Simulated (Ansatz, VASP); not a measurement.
# One calculation of Si, two programs

```
Si
1.0
     0.00000    2.71547    2.66116
     2.71547    0.00000    2.66116
     2.71547    2.71547    0.00000
Si
2
Cartesian
  2.7155 2.7155 2.6612
  4.0732 4.0732 3.9917
```

Change from the starting cell: zz strain of -2 %.

Alike in both runs: task single point; functional PBE; k mesh 11 × 11 × 11; occupations fermi-dirac, width 0.08 eV; no spin polarisation.

|  | VASP | Ansatz |
| --- | --- | --- |
| version | VASP 6.6.1 | Ansatz 0.2.0 |
| potentials or method | VASP PAW PBE potentials, release 64 (Si), cutoff 520 eV | all-electron LAPW, scalar-relativistic |

```tsv
	VASP	Ansatz	Ansatz less VASP
pressure (GPa)	4.0	4.0	+0.04
largest component of the traceless stress (GPa)	1.24	1.24	-0.003
```

Ansatz ran all-electron here, so the differences hold the error of VASP's frozen core and of both bases.
